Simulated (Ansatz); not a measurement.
# Thickness series of a Al/AlN/Au junction, part 4 of 6

Wanted: T(E), the conductance and its decay constant for Al/AlN/Au. The lower electrode is Al fcc(111), the upper one Au fcc(111); the barrier is AlN rock salt(111) (N and N faces). In the first transport cell, after relaxation, the nearest pair of electrode and barrier is Al–N at 1.79 Å, along the normal, at the lower face and Au–N at 2.45 Å, at a slant, at the upper one. All share a net of side 2.857 Å, which strains the lower electrode by +0.0 %, the upper one by -2.9 % and the barrier by -0.7 %, against typed lattice constants near PBE's. The first steps treat the bulk electrodes alone.

Ansatz 0.2.0; PBE DFT, plane waves, PAW files (the session's first sound run).

So far, transmission at the Fermi level (a spin, zone mean): step 5 (transmission over a wide range of energy) 0.0141. Also channels of the lower lead: step 5 1.34.

## Step 6: Conductance on a fine mesh, atomic planes in the barrier 5, gap between the electrodes 8.07 Å

Level of this step: PBE DFT, plane waves, PAW files; ballistic transmission by layer matching between semi-infinite leads (Ansatz).

System of this step: Al/AlN/Au. The cell holds 21 atoms: 10 Al, 3 N and 8 Au. Cell: a = 2.857 Å, b = 2.857 Å, c = 55.778 Å, α = 90.0°, β = 90.0°, γ = 120.0°. Regions: left electrode, 8 atoms (8 Al); barrier, 5 atoms (3 N and 2 Al); right electrode, 8 atoms (8 Au). Vacuum lies along c.

The conductance needs T(E) within ten thermal energies of the Fermi level, on steps under 1.5 kT, and a finer mesh (30×30), since the current can rest on few wavevectors.

File input.yaml:

```yaml
crystal:
  lattice:
    - [2.857, 0.0, 0.0]
    - [-1.4285, 2.4742345786, 0.0]
    - [0.0, 0.0, 55.77767718]
  atoms:
    - { symbol: Al, position: [0.66666667, 0.33333333, 0.1254982343] }
    - { symbol: Al, position: [0.0, 0.0, 0.1672258846] }
    - { symbol: Al, position: [0.33333333, 0.66666667, 0.2089535348] }
    - { symbol: Al, position: [0.66666667, 0.33333333, 0.2506811851] }
    - { symbol: Al, position: [0.0, 0.0, 0.2924088353] }
    - { symbol: Al, position: [0.33333333, 0.66666667, 0.3341364856] }
    - { symbol: Al, position: [0.66666667, 0.33333333, 0.3758641358] }
    - { symbol: Al, position: [0.0, 0.0, 0.4169317442] }
    - { symbol: "N", position: [0.0, 0.0, 0.448971588] }
    - { symbol: Al, position: [0.33333333, 0.66666667, 0.4670278301] }
    - { symbol: "N", position: [0.66666667, 0.33333333, 0.4897217227] }
    - { symbol: Al, position: [0.0, 0.0, 0.5105689368] }
    - { symbol: "N", position: [0.33333333, 0.66666667, 0.5292657286] }
    - { symbol: Au, position: [0.66666667, 0.33333333, 0.5616930308] }
    - { symbol: Au, position: [0.0, 0.0, 0.6053527381] }
    - { symbol: Au, position: [0.33333333, 0.66666667, 0.6502109093] }
    - { symbol: Au, position: [0.66666667, 0.33333333, 0.6950690806] }
    - { symbol: Au, position: [0.0, 0.0, 0.7399272519] }
    - { symbol: Au, position: [0.33333333, 0.66666667, 0.7847854231] }
    - { symbol: Au, position: [0.66666667, 0.33333333, 0.8296435944] }
    - { symbol: Au, position: [0.0, 0.0, 0.8745017657] }
kpoints:
  mp_grid: { grid: [12, 12, 1] }
scf:
  occupations: { method: fermi_dirac, width: 0.1 }
  max_iter: 150
hamiltonian:
  xc: pbe
output:
  transmission:
    kmesh: [30, 30]
    e_range: [-0.26, 0.27]
    de: 0.0375
    leads: [[3, 4], [17, 18]]
```

Command:

```console
$ ansatz run input.yaml --threads 4 --pin off --max-ram 10240MiB --backend cpu --events-out ev --progress --plain --runs-dir out
```

Numbers of over 12 decimals in the logs are rounded to 6 here.

Output:

```text
[...]
Crystal: 21 atoms, lattice volume = 394.286 Å³
Basis set: ecut = 420 eV, 7735 PW (Γ)
Bands: 120, of which v1, the nominal top of the filled ones, is band 99 counted from 1 (98 counted from 0)
Symmetry: 6 space group operations
[...]
k-points: 19 of 144 (time reversal used)
[...]
SCF iter   1: F=—  HF=-111722.934598 eV  |F-HF|=—  |Δ(HF+E_count)|=         —  Δρ=6.11e-3  dr2=5.05e0  ethr=1.77e-3  ⟨swp⟩=7.7  Hψ=9702  notcnv=0  defer=69
[...]
SCF iter   9: F=-111722.820404 eV  HF=-111722.820404 eV  |F-HF|=5.47e-8  |Δ(HF+E_count)|=   3.19e-8  Δρ=2.99e-6  dr2=7.16e-8  ethr=5.08e-11  ⟨swp⟩=16.1  Hψ=9100  notcnv=0
SCF 1 converged in 9 iterations: F = -111722.820404 eV  dr2 = 7.16e-8
[...]
transmission: 358 of 3549 steps passed
transmission: 712 of 3549 steps passed
[...]
transmission: 3549 of 3549 steps passed
SCF converged after 9 iterations
Free energy (F): -111722.820404 eV
[...]
Internal energy: -111722.551385 eV  (E = F + TS)
E sigma→0 (E₀):  -111722.685895 eV
Entropy (-TS):   -0.269018 eV (-12.810 meV/atom)
Fermi energy:    9.773222 eV
[...]
--- Band table (eV; the first three rows and the last of 19) ---
  k-point 0: bands = [... 95 lower, 9.1578, 9.1578, 9.1920, 9.9136, 9.9136, 10.2125, 10.2125, 10.3457, ... 17 higher]
  k-point 1: bands = [... 95 lower, 8.9970, 9.0242, 9.6227, 9.7917, 9.8366, 9.8574, 10.1693, 10.5092, ... 17 higher]
  k-point 2: bands = [... 95 lower, 8.6996, 9.2035, 9.4567, 9.6282, 9.9365, 10.0426, 10.8595, 10.9204, ... 17 higher]
  k-point 18: bands = [... 95 lower, 8.5203, 8.8672, 9.1188, 9.5972, 9.8165, 10.3962, 10.6505, 11.2221, ... 17 higher]
--- Transmission ---
  basis      : 61 plane waves across, 39 finite elements along
  points     : 91, standing for a mesh of 30 x 30
  filling    : by the input's occupations and mesh, since the crystals that have channels conduct as metals do. If one of these is a semiconductor, that mesh has misplaced its level
[...]
filled         : 59.1 meV under the level at which it is neutral
    channels       : 1.341111e0 a spin
    conductance    : 1.4447e15 S/m² at 300 K; may be off by some 0.0 % by where its bands' edges are placed, 3.2 % from the k-mesh, 1.7 % from the distance to neutral
    slowest decay  : 0.0524 /Å at (0.3333, 0.3000)
[...]
filled         : 36.7 meV over the level at which it is neutral
    channels       : 7.700000e-1 a spin
[...]
slowest decay  : 0.0552 /Å at (0.0667, 0.0333)
  junction   : crystal 0 to crystal 1, 14.45 to 39.32 Å
    transmission   : 1.315898e-1 a spin
    conductance    : 1.4531e14 S/m² at 300 K (1.4938e14 on every other point, 1.4526e14 on every other energy)
    error estimate : 0.0 % from the energy spacing and 0.0 % from band edges of the leads and from resonances (wavevectors taken as independent; lower de), 7.6 % from the k-mesh, 11.0 % from the steps of its leads' Hamiltonians or their offsets (lay more layers), 3.7 % from the distance to neutral
    resistance     : 5.9364e-3 Ω µm² beyond half of each lead's own
```

The job ended after 87 s (4 threads of Arm Neoverse V1, shared host; peak memory 1.5 GiB; 5.3 min of CPU time).

Numbers from this step:

```
free energy                                         : -111722.8204 eV
Fermi energy                                        : 9.773 eV
transmission at the Fermi level (a spin, zone mean) : 0.1316
channels of the lower lead                          : 1.341
channels of the upper lead                          : 0.77
potential step in the lower lead                    : 17.4 meV
ballistic conductance of the lower lead             : 1.44e15 S/m²
potential step in the upper lead                    : 6.4 meV
ballistic conductance of the upper lead             : 8.34e14 S/m²
junction conductance                                : 1.45e14 S/m²
error estimates by source, in the log's order       : 0, 0, 7.6, 11, 3.7 %
resistance-area product beyond the leads            : 0.005936 Ω um²
```

One spin. Transmission, zone mean against energy, zero at the Fermi level:

```tsv
energy (eV)	transmission, zone mean
-0.260	0.127
-0.223	0.126
-0.185	0.133
-0.147	0.125
-0.110	0.124
-0.072	0.126
-0.035	0.141
0.003	0.132
0.040	0.132
0.077	0.127
0.115	0.120
0.152	0.112
0.190	0.102
0.228	0.104
0.265	0.0976
```

One spin. Table of open channels, zone mean by energy, zero at the Fermi level:

```tsv
energy (eV)	lower lead	upper lead
-0.260	1.26	0.71
-0.223	1.29	0.723
-0.185	1.29	0.723
-0.147	1.30	0.71
-0.110	1.25	0.723
-0.072	1.25	0.73
-0.035	1.27	0.757
0.003	1.34	0.77
0.040	1.34	0.77
0.077	1.33	0.763
0.115	1.35	0.763
0.152	1.39	0.763
0.190	1.39	0.763
0.228	1.41	0.763
0.265	1.42	0.763
```

Transmission over k1 and k2. At 0.0025 eV from the Fermi level.

Ten even steps from '0' (0.000) to '9' (0.796), each cell a mean:
```
000011100011100000000000000000
001111110001111110000000000000
001122200000122211000000000000
011221111111111122110000000000
001111111433341111111000000000
000001212324322212100000000000
001001242455366533310000000000
011101243489787973432101110000
001211244197400459243310210000
001221232497000004863311121100
000122112479300000596421022100
000112111347720000068421212110
000011201324493200279134201210
000001110124347956698344210111
000000010012324677666414210010
000000000000131332243322210000
000000000011111114433411200110
000000000001121111222221012211
000000000000112221000000122110
000000000000001112110001221110
000000000000000011111001111100
000000000000000000000000000000
```
Columns: k1 (b1) from -0.5 to 0.467; rows upwards: k2 (b2) from -0.5 to 0.467.

G = 1.5e14 S/m² (1/G = 0.00688 Ω µm²). The largest error estimate is 11 %, from the leads' potential steps. In the worse lead the potential repeats within 17 meV, which the program lets pass, though it still puts 11 % of error on the junction's conductance through them. By hand, Landauer's formula with T at one energy: G = (e²/h) ΣT / A = 3.874e-5 S × 0.263 / 7.069 Å² = 1.4e14 S/m², with T summed over both spins. The printed value averages T over the Fermi window and is 1.0 times this.

## Step 7: Conductance on a fine mesh, atomic planes in the barrier 7, gap between the electrodes 10.44 Å

System of this step: Al/AlN/Au. The cell holds 23 atoms: 11 Al, 4 N and 8 Au. Its edges and angles: a = 2.857 Å, b = 2.857 Å, c = 58.146 Å, α = 90.0°, β = 90.0°, γ = 120.0°. Regions: left electrode, 8 atoms (8 Al); barrier, 7 atoms (4 N and 3 Al); right electrode, 8 atoms (8 Au). Vacuum lies along c.

Barrier layers are added or taken out in the middle, and the relaxed faces stay.

File input.yaml:

```yaml
crystal:
  lattice:
    - [2.857, 0.0, 0.0]
    - [-1.4285, 2.4742345786, 0.0]
    - [0.0, 0.0, 58.1456348869]
  atoms:
    - { symbol: Al, position: [0.66666667, 0.33333333, 0.120387369] }
    - { symbol: Al, position: [0.0, 0.0, 0.1604156773] }
    - { symbol: Al, position: [0.33333333, 0.66666667, 0.2004439857] }
    - { symbol: Al, position: [0.66666667, 0.33333333, 0.2404722941] }
    - { symbol: Al, position: [0.0, 0.0, 0.2805006025] }
    - { symbol: Al, position: [0.33333333, 0.66666667, 0.3205289109] }
    - { symbol: Al, position: [0.66666667, 0.33333333, 0.3605572193] }
    - { symbol: Al, position: [0.0, 0.0, 0.3999523658] }
    - { symbol: "N", position: [0.0, 0.0, 0.4306873998] }
    - { symbol: Al, position: [0.33333333, 0.66666667, 0.4480083086] }
    - { symbol: "N", position: [0.66666667, 0.33333333, 0.4697780015] }
    - { symbol: Al, position: [0.0, 0.0, 0.4893118937] }
    - { symbol: "N", position: [0.33333333, 0.66666667, 0.5095098742] }
    - { symbol: Al, position: [0.66666667, 0.33333333, 0.530500821] }
    - { symbol: "N", position: [0.0, 0.0, 0.5484361934] }
    - { symbol: Au, position: [0.33333333, 0.66666667, 0.5795429067] }
    - { symbol: Au, position: [0.66666667, 0.33333333, 0.6214245898] }
    - { symbol: Au, position: [0.0, 0.0, 0.66445593] }
    - { symbol: Au, position: [0.33333333, 0.66666667, 0.7074872702] }
    - { symbol: Au, position: [0.66666667, 0.33333333, 0.7505186104] }
    - { symbol: Au, position: [0.0, 0.0, 0.7935499506] }
    - { symbol: Au, position: [0.33333333, 0.66666667, 0.8365812908] }
    - { symbol: Au, position: [0.66666667, 0.33333333, 0.879612631] }
kpoints:
  mp_grid: { grid: [12, 12, 1] }
scf:
  occupations: { method: fermi_dirac, width: 0.1 }
  max_iter: 150
hamiltonian:
  xc: pbe
output:
  transmission:
    kmesh: [30, 30]
    e_range: [-0.26, 0.27]
    de: 0.0375
    leads: [[3, 4], [19, 20]]
```

Output:

```text
[...]
Crystal: 23 atoms, lattice volume = 411.025 Å³
Basis set: ecut = 420 eV, 8079 PW (Γ)
Bands: 126, of which v1, the nominal top of the filled ones, is band 103 counted from 1 (102 counted from 0)
Symmetry: 6 space group operations
[...]
k-points: 19 of 144 (time reversal used)
[...]
SCF iter   1: F=—  HF=-112646.842483 eV  |F-HF|=—  |Δ(HF+E_count)|=         —  Δρ=5.72e-3  dr2=5.57e0  ethr=1.77e-3  ⟨swp⟩=7.9  Hψ=10431  notcnv=0  defer=98
[...]
SCF iter  10: F=-112646.728885 eV  HF=-112646.728885 eV  |F-HF|=9.81e-9  |Δ(HF+E_count)|=   1.47e-8  Δρ=1.31e-6  dr2=1.35e-8  ethr=4.88e-11  ⟨swp⟩=21.2  Hψ=9568  notcnv=0
SCF 1 converged in 10 iterations: F = -112646.728885 eV  dr2 = 1.35e-8
[...]
transmission: 385 of 3822 steps passed
transmission: 766 of 3822 steps passed
[...]
transmission: 3822 of 3822 steps passed
SCF converged after 10 iterations
Free energy (F): -112646.728885 eV
[...]
Internal energy: -112646.457790 eV  (E = F + TS)
E sigma→0 (E₀):  -112646.593338 eV
Entropy (-TS):   -0.271095 eV (-11.787 meV/atom)
Fermi energy:    9.821626 eV
[...]
--- Band table (eV; the first three rows and the last of 19) ---
  k-point 0: bands = [... 99 lower, 9.2520, 9.5133, 9.5133, 10.0862, 10.0862, 10.2045, 10.2045, 10.4086, ... 19 higher]
  k-point 1: bands = [... 99 lower, 9.1774, 9.4027, 9.6895, 9.8323, 9.9495, 10.0218, 10.1546, 10.5554, ... 19 higher]
  k-point 2: bands = [... 99 lower, 9.1197, 9.3087, 9.5158, 9.8332, 9.9686, 10.0188, 10.9167, 10.9532, ... 19 higher]
  k-point 18: bands = [... 99 lower, 8.5666, 8.8119, 9.1725, 9.7306, 9.7557, 10.4456, 10.7000, 11.2705, ... 19 higher]
--- Transmission ---
  basis      : 61 plane waves across, 42 finite elements along
  points     : 91, standing for a mesh of 30 x 30
[...]
filled         : 60.1 meV under the level at which it is neutral
    channels       : 1.341111e0 a spin
[...]
slowest decay  : 0.0527 /Å at (0.3333, 0.3000)
[...]
filled         : 38.9 meV over the level at which it is neutral
    channels       : 7.700000e-1 a spin
[...]
slowest decay  : 0.0555 /Å at (0.0667, 0.0333)
  junction   : crystal 0 to crystal 1, 14.45 to 41.69 Å
    transmission   : 4.332569e-2 a spin
[...]
resistance     : 1.8773e-2 Ω µm² beyond half of each lead's own
```

Wall time 97 s (4 threads); peak memory 1.6 GiB; 6 min of CPU time.

This step gave:

| Quantity | Value |
| --- | --- |
| free energy | -112646.7289 eV |
| Fermi energy | 9.822 eV |
| transmission at the Fermi level (a spin, zone mean) | 0.04333 |
| potential step in the lower lead | 17.5 meV |
| potential step in the upper lead | 8 meV |
| ballistic conductance of the upper lead | 8.35e14 S/m² |
| junction conductance | 5.07e13 S/m² |
| error estimates by source, in the log's order | 1.9, 0, 8.7, 21.2, 1.1 % |
| resistance-area product beyond the leads | 0.01877 Ω um² |

One spin. The transmission, zone mean by energy, zero at the Fermi level:

```tsv
energy (eV)	transmission, zone mean
-0.260	0.0455
-0.223	0.0475
-0.185	0.0439
-0.147	0.0419
-0.110	0.0444
-0.072	0.0444
-0.035	0.0493
0.003	0.0433
0.040	0.0486
0.077	0.0492
0.115	0.0379
0.152	0.0446
0.190	0.0391
0.228	0.0384
0.265	0.0453
```

One spin. Table of open channels, zone mean by energy, zero at the Fermi level:

```tsv
energy (eV)	lower lead	upper lead
-0.260	1.26	0.71
-0.223	1.29	0.723
-0.185	1.29	0.723
-0.147	1.30	0.71
-0.110	1.25	0.723
-0.072	1.25	0.73
-0.035	1.27	0.757
0.003	1.34	0.77
0.040	1.34	0.763
0.077	1.33	0.763
0.115	1.35	0.763
0.152	1.39	0.763
0.190	1.39	0.763
0.228	1.41	0.763
0.265	1.42	0.763
```

Transmission over k1 and k2. At 0.0025 eV from the Fermi level.

Values, 12 rows by 16 columns, each cell a mean:
```
0.007 0.014 0.020 0.017 0.006 0.008 0.019 0.021 0.012 0.003 0.000 0.000 0.000 0.000 0.000 0.001
0.004 0.028 0.048 0.048 0.024 0.014 0.033 0.050 0.043 0.022 0.004 0.000 0.000 0.000 0.000 0.000
0.002 0.020 0.041 0.060 0.095 0.097 0.104 0.101 0.066 0.050 0.021 0.003 0.001 0.000 0.000 0.000
0.002 0.006 0.013 0.077 0.106 0.176 0.082 0.096 0.157 0.108 0.036 0.006 0.005 0.001 0.000 0.000
0.005 0.027 0.034 0.075 0.118 0.108 0.247 0.105 0.221 0.075 0.104 0.064 0.036 0.024 0.005 0.001
0.007 0.024 0.049 0.070 0.093 0.199 0.163 0.000 0.000 0.085 0.242 0.124 0.069 0.049 0.028 0.007
0.005 0.008 0.030 0.050 0.080 0.120 0.139 0.068 0.005 0.004 0.179 0.090 0.113 0.054 0.044 0.015
0.001 0.000 0.004 0.018 0.020 0.054 0.111 0.145 0.280 0.119 0.272 0.126 0.116 0.038 0.020 0.012
0.001 0.000 0.000 0.001 0.003 0.008 0.041 0.086 0.107 0.100 0.112 0.100 0.100 0.043 0.011 0.005
0.000 0.000 0.000 0.000 0.000 0.005 0.028 0.052 0.062 0.070 0.061 0.066 0.058 0.050 0.044 0.012
0.002 0.000 0.000 0.000 0.000 0.000 0.003 0.020 0.037 0.041 0.019 0.006 0.028 0.043 0.034 0.013
0.005 0.002 0.001 0.000 0.001 0.000 0.001 0.006 0.009 0.009 0.007 0.003 0.004 0.007 0.008 0.008
```
Columns: k1 (b1) from -0.5 to 0.467; rows upwards: k2 (b2) from -0.5 to 0.467.

G = 5.1e13 S/m² (1/G = 0.0197 Ω µm²), 0.35 times the step before of this kind. The largest error estimate is 21 %, from the leads' potential steps. In the worse lead the potential repeats within 18 meV, which the program lets pass, though it still puts 21 % of error on the junction's conductance through them.

## Step 8: Conductance, 25 atoms

System of this step: Al/AlN/Au. The cell holds 25 atoms: 12 Al, 5 N and 8 Au. Its edges and angles: a = 2.857 Å, b = 2.857 Å, c = 60.514 Å, α = 90.0°, β = 90.0°, γ = 120.0°. Regions: left electrode, 8 atoms (8 Al); barrier, 9 atoms (5 N and 4 Al); right electrode, 8 atoms (8 Au). Vacuum lies along c.

Barrier layers are added or taken out in the middle, and the relaxed faces stay.

File input.yaml:

```yaml
crystal:
  lattice:
    - [2.857, 0.0, 0.0]
    - [-1.4285, 2.4742345786, 0.0]
    - [0.0, 0.0, 60.5135925938]
  atoms:
    - { symbol: Al, position: [0.66666667, 0.33333333, 0.1156764902] }
    - { symbol: Al, position: [0.0, 0.0, 0.1541384506] }
    - { symbol: Al, position: [0.33333333, 0.66666667, 0.1926004111] }
    - { symbol: Al, position: [0.66666667, 0.33333333, 0.2310623715] }
    - { symbol: Al, position: [0.0, 0.0, 0.269524332] }
    - { symbol: Al, position: [0.33333333, 0.66666667, 0.3079862925] }
    - { symbol: Al, position: [0.66666667, 0.33333333, 0.3464482529] }
    - { symbol: Al, position: [0.0, 0.0, 0.3843018277] }
    - { symbol: "N", position: [0.0, 0.0, 0.4138341689] }
    - { symbol: Al, position: [0.33333333, 0.66666667, 0.4304772932] }
    - { symbol: "N", position: [0.66666667, 0.33333333, 0.4513951161] }
    - { symbol: Al, position: [0.0, 0.0, 0.4701646275] }
    - { symbol: "N", position: [0.33333333, 0.66666667, 0.4901271995] }
    - { symbol: Al, position: [0.66666667, 0.33333333, 0.5092956327] }
    - { symbol: "N", position: [0.0, 0.0, 0.5287032459] }
    - { symbol: Al, position: [0.33333333, 0.66666667, 0.5488727958] }
    - { symbol: "N", position: [0.66666667, 0.33333333, 0.566106339] }
    - { symbol: Au, position: [0.0, 0.0, 0.5959958154] }
    - { symbol: Au, position: [0.33333333, 0.66666667, 0.6362386262] }
    - { symbol: Au, position: [0.66666667, 0.33333333, 0.6775861068] }
    - { symbol: Au, position: [0.0, 0.0, 0.7189335874] }
    - { symbol: Au, position: [0.33333333, 0.66666667, 0.760281068] }
    - { symbol: Au, position: [0.66666667, 0.33333333, 0.8016285486] }
    - { symbol: Au, position: [0.0, 0.0, 0.8429760292] }
    - { symbol: Au, position: [0.33333333, 0.66666667, 0.8843235098] }
kpoints:
  mp_grid: { grid: [12, 12, 1] }
scf:
  occupations: { method: fermi_dirac, width: 0.1 }
  max_iter: 150
hamiltonian:
  xc: pbe
output:
  transmission:
    kmesh: [30, 30]
    e_range: [-0.26, 0.27]
    de: 0.0375
    leads: [[3, 4], [21, 22]]
```

Output:

```text
[...]
Crystal: 25 atoms, lattice volume = 427.764 Å³
Basis set: ecut = 420 eV, 8399 PW (Γ)
Bands: 132, of which v1, the nominal top of the filled ones, is band 107 counted from 1 (106 counted from 0)
Symmetry: 6 space group operations
[...]
k-points: 19 of 144 (time reversal used)
[...]
channels       : 1.341111e0 a spin
[...]
slowest decay  : 0.0528 /Å at (0.3333, 0.3000)
[...]
filled         : 39.4 meV over the level at which it is neutral
    channels       : 7.700000e-1 a spin
[...]
slowest decay  : 0.0555 /Å at (0.0667, 0.0333)
  junction   : crystal 0 to crystal 1, 14.45 to 44.06 Å
    transmission   : 2.011529e-2 a spin
[...]
resistance     : 4.3120e-2 Ω µm² beyond half of each lead's own
[key lines of the parts left out:]
SCF converged after 10 iterations
Free energy (F): -113570.639558 eV
Fermi energy:    9.871501 eV
```

Run time: 1.8 min. Hardware: 4 threads; peak memory 1.8 GiB.

G = 2.3e13 S/m² (1/G = 0.0441 Ω µm²), 0.45 times the step before of this kind. The largest error estimate is 28 %, from the leads' potential steps. In the worse lead the potential repeats within 18 meV, which the program lets pass, though it still puts 28 % of error on the junction's conductance through them.

(Part 4 of 6 ends here.)

[Logs are printed without paths, hosts, clocks, repeated set-up lines and the standing remarks that a program may print on its own settings, such as how far it seeks lower states.]

[Hosts, paths, dates, database ids (printed as entryN), source tags and the programs' standing remarks are cut or masked in the printed files.]
